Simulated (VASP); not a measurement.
# SnO (Cmc2_1) in VASP: further runs, part 2 of 2

VASP 6.6.1. The steps go on from the part before.

### 6 Single point, PBEsol

INCAR reads:

```
SYSTEM = SnO
ADDGRID = .FALSE. ; ALGO = Normal
EDIFF = 1E-7 ; ENCUT = 550
GGA = PS ; ISIF = 2
ISMEAR = 0 ; LASPH = .TRUE.
LCHARG = .FALSE. ; LREAL = Auto
LWAVE = .FALSE. ; NELM = 100
PREC = Accurate ; SIGMA = 0.05
```

KPOINTS reads:

```
k-points
0
G
  9 9 3
  0 0 0
```

POSCAR reads:

```
SnO
1.0
    2.5000000000     -2.8600000000      0.0000000000
    2.5000000000      2.8600000000      0.0000000000
    0.0000000000      0.0000000000     11.1200000000
Sn O
4 4
Direct
    0.5590000000      0.4410000000      0.2460000000
    0.4410000000      0.5590000000      0.7460000000
    0.0000000000      0.0000000000      0.5000000000
    0.0000000000      0.0000000000      0.0000000000
    0.9300000000      0.4300000000      0.1200000000
    0.0700000000      0.5700000000      0.6200000000
    0.5700000000      0.0700000000      0.1200000000
    0.4300000000      0.9300000000      0.6200000000
```

Potentials or basis: VASP PAW PBE potentials, release 64 (Sn_d, O).

The run is started by

```console
cat potpaw_PBE.64/Sn_d/POTCAR potpaw_PBE.64/O/POTCAR > POTCAR
mpirun -np 1 vasp_std > vasp.out
```

OUTCAR:

```text
SYSTEM = SnO
   EDIFF = 1E-7
   ENCUT = 550
   GGA = PS
   ISIF = 2
   ISMEAR = 0
   LASPH = .TRUE.
   LREAL = Auto
   NELM = 100
   PREC = Accurate

 Found     50 irreducible k-points:

 Following reciprocal coordinates:
            Coordinates               Weight
  0.000000  0.000000  0.000000      1.000000
  0.111111 -0.000000  0.000000      4.000000
  0.222222 -0.000000  0.000000      4.000000
  0.333333  0.000000  0.000000      4.000000
  0.444444 -0.000000  0.000000      4.000000
  0.111111  0.111111  0.000000      2.000000
   k-points           NKPTS =     50   k-points in BZ     NKDIM =     50   number of bands    NBANDS=     48
   number of dos      NEDOS =    301   number of ions     NIONS =      8
   total plane-waves  NPLWV =  81000
   dimension x,y,z NGX =    30 NGY =   30 NGZ =   90
   dimension x,y,z NGXF=    60 NGYF=   60 NGZF=  180
   ions per type =               4   4
   NGX,Y,Z   is equivalent  to a cutoff of  13.13, 13.13, 13.46 a.u.
   NGXF,Y,Z  is equivalent  to a cutoff of  26.26, 26.26, 26.91 a.u.
 SYSTEM =  SnO
   PREC   = accura    normal or accurate (medium, high low for compatibility)
   ISTART =      0    job   : 0-new  1-cont  2-samecut
   ICHARG =      2    charge: 1-file 2-atom 10-const
   ISPIN  =      1    spin polarized calculation?
   LNONCOLLINEAR =      F non collinear calculations
   LSORBIT =      F    spin-orbit coupling
   LASPH  =      T    aspherical Exc in radial PAW
   ENCUT  =  550.0 eV  40.42 Ry    6.36 a.u.   7.26  7.26 21.26*2*pi/ulx,y,z
   NELM   =    100;   NELMIN=  2; NELMDL= -5     # of ELM steps
   EDIFF  = 0.1E-06   stopping-criterion for ELM
   LREAL  =      T    real-space projection
   EDIFFG = 0.1E-05   stopping-criterion for IOM
   NSW    =      0    number of steps for IOM
   IBRION =     -1    ionic relax: 0-MD 1-quasi-New 2-CG
   NFREE  =      0    steps in history (QN), initial steepest desc. (CG)
   ISIF   =      2    stress and relaxation
   ISYM   =      2    0-nonsym 1-usesym 2-fastsym
   POTIM  = 0.5000    time-step for ionic-motion
   TEBEG  =    0.0;   TEEND  =   0.0 temperature during run
   PSTRESS=    0.0 pullay stress
   NELECT =      80.0000    total number of electrons
   NUPDOWN=      -1.0000    fix difference up-down
   EMIN   =  10.00;   EMAX   =-10.00  energy-range for DOS
   EFERMI =   0.00;   METHOD = LEGACY
   ISMEAR =     0;   SIGMA  =   0.05  broadening in eV -4-tet -1-fermi 0-gaus
   EFERMI_NEDOS =   21; number of points for ismear=-14 and -15
   IALGO  =     38    algorithm
   IMIX   =      4    mixing-type and parameters
     AMIX     =   0.40;   BMIX     =  1.00
     AMIX_MAG =   1.60;   BMIX_MAG =  1.00
  volume/ion in A,a.u.               =      19.88       134.14
  Fermi-wavevector in a.u.,A,eV,Ry     =   1.302041  2.460500 23.066092  1.695310
  Thomas-Fermi vector in A             =   2.433135
   LORBIT       =      0    0 simple, 1 ext, 2 COOP (PROOUT), +10 PAW based schemes
   GGA     = PS    functional components
   LHFCALC =     F    Hartree Fock is set to
   AEXX    =    0.0000 exact exchange contribution
   IVDW    =     0    specifies the selected vdW correction
   LEPSILON=     F    determine dielectric tensor
   LRPA    =     F    only Hartree local field effects (RPA)
 non-spin polarized calculation
 Gauss-broadening in eV      SIGMA  =   0.05
  energy-cutoff  :      550.00
  volume of cell :      159.02
 maximum number of plane-waves:      4705
 NGX is ok and might be reduce to    30
   NGX = 15   NGY = 15   NGZ = 43

 number of electron      79.9999994 magnetization

 Free energy of the ion-electron system (eV)
  ---------------------------------------------------
  ext. energy  EPLUGINS =         0.00000000
  ---------------------------------------------------
  free energy    TOTEN  =       -40.77539187 eV

  energy without entropy =      -40.77053168  energy(sigma->0) =      -40.77296178

 E-fermi :   6.1573     XC(G=0):  -9.8464

 val. band max:        6.1570026791   @ k =   0.4444   0.4444   0.3333
 cond. band min:       6.1763915488   @ k =  -0.2222   0.2222   0.0000
 fundamental gap:      0.0193888696
 Fermi energy:         6.1573071489

 k-point     1 :       0.0000    0.0000    0.0000
  band No.  band energies     occupation
      1     -16.5227      2.00000
      2     -16.5192      2.00000
      3     -16.0836      2.00000
      4     -16.0780      2.00000
      5     -15.8827      2.00000
      6     -15.8768      2.00000
[... 40 lines left out ...]
     47      10.3830      0.00000
     48      10.5471      0.00000

 k-point     2 :       0.1111   -0.0000    0.0000
  band No.  band energies     occupation
      1     -16.5325      2.00000
      2     -16.5283      2.00000
      3     -16.0776      2.00000
      4     -16.0715      2.00000
      5     -15.8794      2.00000
      6     -15.8745      2.00000
[... 40 lines left out ...]
     47      10.1147      0.00000
     48      10.5369      0.00000

 k-point     3 :       0.2222   -0.0000    0.0000
  band No.  band energies     occupation
      1     -16.5556      2.00000
      2     -16.5506      2.00000
      3     -16.0647      2.00000
      4     -16.0580      2.00000
      5     -15.8725      2.00000
      6     -15.8703      2.00000
[... 40 lines left out ...]
     47       9.6413      0.00000
     48      10.4427      0.00000

 k-point     4 :       0.3333    0.0000    0.0000
  band No.  band energies     occupation
      1     -16.5794      2.00000
      2     -16.5743      2.00000
      3     -16.0538      2.00000
      4     -16.0482      2.00000
      5     -15.8678      2.00000
      6     -15.8666      2.00000
[... 40 lines left out ...]
     47       9.8495      0.00000
     48      10.3666      0.00000

 k-point     5 :       0.4444   -0.0000    0.0000
  band No.  band energies     occupation
      1     -16.5938      2.00000
      2     -16.5891      2.00000
      3     -16.0482      2.00000
      4     -16.0455      2.00000
      5     -15.8657      2.00000
      6     -15.8649      2.00000
[... 40 lines left out ...]
     47      10.1700      0.00000
     48      10.5762      0.00000

 k-point     6 :       0.1111    0.1111    0.0000
  band No.  band energies     occupation
      1     -16.5429      2.00000
      2     -16.5387      2.00000
      3     -16.0669      2.00000
      4     -16.0604      2.00000
      5     -15.8763      2.00000
      6     -15.8727      2.00000
[... 40 lines left out ...]
     47       9.5433      0.00000
     48      10.6337      0.00000

 [... further k-points ...]

------------------------ aborting loop because EDIFF is reached ----------------------------------------

  FORCE on cell =-STRESS in cart. coord.  units (eV):
  Direction    XX          YY          ZZ          XY          YZ          ZX
  --------------------------------------------------------------------------------------
  -------------------------------------------------------------------------------------
  Total       26.4684651     -2.8366112     -3.7026987      0.0000000      0.0000000      0.0000000
  in kB      266.6849544    -28.5804835    -37.3068110      0.0000000      0.0000000      0.0000000
  external PRESSURE =      66.9325533 kB  Pullay stress =       0.0000000 kB

 VOLUME and BASIS-vectors are now :
 -----------------------------------------------------------------------------
  energy-cutoff  :      550.00
  volume of cell :      159.02
      direct lattice vectors                 reciprocal lattice vectors
     2.500000000 -2.860000000  0.000000000     0.200000000 -0.174825175  0.000000000
     2.500000000  2.860000000  0.000000000     0.200000000  0.174825175  0.000000000
     0.000000000  0.000000000 11.120000000     0.000000000  0.000000000  0.089928058

 POSITION                                       TOTAL-FORCE (eV/Angst)
 -----------------------------------------------------------------------------------
      2.50000     -0.33748      2.73552         0.000000      2.077505      0.872096
      2.50000      0.33748      8.29552         0.000000     -2.077505      0.872096
      0.00000      0.00000      5.56000         0.000000      0.840928      1.270602
      0.00000      0.00000      0.00000         0.000000     -0.840928      1.270602
      3.40000     -1.43000      1.33440         8.412869     -0.567765     -1.071349
      1.60000      1.43000      6.89440        -8.412869      0.567765     -1.071349
      1.60000     -1.43000      1.33440        -8.412869     -0.567765     -1.071349
      3.40000      1.43000      6.89440         8.412869      0.567765     -1.071349
 -----------------------------------------------------------------------------------
    total drift:                               -0.000000      0.000000     -0.000242

  FREE ENERGIE OF THE ION-ELECTRON SYSTEM (eV)
  ---------------------------------------------------
  free  energy   TOTEN  =       -40.7753918748 eV

  energy  without entropy=      -40.7705316761  energy(sigma->0) =      -40.77296178
```

Wall time 7.1 min (1 thread of AMD EPYC 9R45 (Zen 5), shared host); peak memory 0.38 GiB.

The run converged, but some of its settings lie outside the range that counts as converged, so its numbers aren't taken as properties of the crystal.

Results:

```
Free energy            : -40.7754 eV
Pressure               : 6.7 GPa
Largest force          : 8.500 eV/Å
Band gap on the k mesh : none (metal or under the smearing width)
```

Caveat: the PAW data sets were made with another functional, which shifts forces and pressure a little.

### 7 Single point, PBEsol

INCAR reads:

```
SYSTEM = SnO
ADDGRID = .FALSE. ; ALGO = Normal
EDIFF = 1E-7 ; ENCUT = 450
GGA = PS ; ISIF = 2
ISMEAR = 0 ; LASPH = .TRUE.
LCHARG = .FALSE. ; LREAL = .FALSE.
LWAVE = .FALSE. ; NELM = 100
PREC = Accurate ; SIGMA = 0.05
```

KPOINTS reads:

```
k-points
0
G
  10 10 4
  0 0 0
```

POSCAR is that of step 6.

Potentials or basis: VASP PAW PBE potentials, release 64 (Sn_d, O).

The run is started by

```console
cat potpaw_PBE.64/Sn_d/POTCAR potpaw_PBE.64/O/POTCAR > POTCAR
mpirun -np 1 vasp_std > vasp.out
```

OUTCAR:

```text
SYSTEM = SnO
   EDIFF = 1E-7
   ENCUT = 450
   GGA = PS
   ISIF = 2
   ISMEAR = 0
   LASPH = .TRUE.
   LREAL = .FALSE.
   NELM = 100
   PREC = Accurate

 Found     93 irreducible k-points:

 Following reciprocal coordinates:
            Coordinates               Weight
  0.000000  0.000000  0.000000      1.000000
  0.100000 -0.000000  0.000000      4.000000
  0.200000 -0.000000  0.000000      4.000000
  0.300000 -0.000000  0.000000      4.000000
  0.400000  0.000000  0.000000      4.000000
  0.500000 -0.000000  0.000000      2.000000
   k-points           NKPTS =     93   k-points in BZ     NKDIM =     93   number of bands    NBANDS=     48
[... 388 lines left out ...]
  Total       25.9160618     -3.4370640     -4.2823420      0.0000000      0.0000000      0.0000000
  in kB      261.1191747    -34.6303895    -43.1470493      0.0000000      0.0000000      0.0000000
  external PRESSURE =      61.1139120 kB  Pullay stress =       0.0000000 kB

 VOLUME and BASIS-vectors are now :
 -----------------------------------------------------------------------------
  energy-cutoff  :      450.00
  volume of cell :      159.02
      direct lattice vectors                 reciprocal lattice vectors
     2.500000000 -2.860000000  0.000000000     0.200000000 -0.174825175  0.000000000
     2.500000000  2.860000000  0.000000000     0.200000000  0.174825175  0.000000000
     0.000000000  0.000000000 11.120000000     0.000000000  0.000000000  0.089928058

 POSITION                                       TOTAL-FORCE (eV/Angst)
 -----------------------------------------------------------------------------------
      2.50000     -0.33748      2.73552         0.000000      2.083466      0.861991
      2.50000      0.33748      8.29552         0.000000     -2.083466      0.861991
      0.00000      0.00000      5.56000         0.000000      0.836585      1.278109
      0.00000      0.00000      0.00000         0.000000     -0.836585      1.278109
      3.40000     -1.43000      1.33440         8.433944     -0.568048     -1.070050
      1.60000      1.43000      6.89440        -8.433944      0.568048     -1.070050
      1.60000     -1.43000      1.33440        -8.433944     -0.568048     -1.070050
      3.40000      1.43000      6.89440         8.433944      0.568048     -1.070050
 -----------------------------------------------------------------------------------
    total drift:                                0.000000      0.000000      0.000044

  FREE ENERGIE OF THE ION-ELECTRON SYSTEM (eV)
  ---------------------------------------------------
  free  energy   TOTEN  =       -40.7786298382 eV

  energy  without entropy=      -40.7741605419  energy(sigma->0) =      -40.77639519
```

It took 7.5 min on 1 thread of AMD EPYC 9R45 (Zen 5), shared host; peak memory 0.48 GiB.

These settings aren't checked as converged: the numbers below hold their error.

Results:

```
Free energy            : -40.7786 eV
Largest force          : 8.521 eV/Å
Band gap on the k mesh : none (metal or under the smearing width)
```

Caveat: the cutoff is under 1.25 times the usual one of these potentials, so pressure, stress and relaxed cells hold a basis-set (Pulay) error; the PAW data sets were made with another functional, which shifts forces and pressure a little.
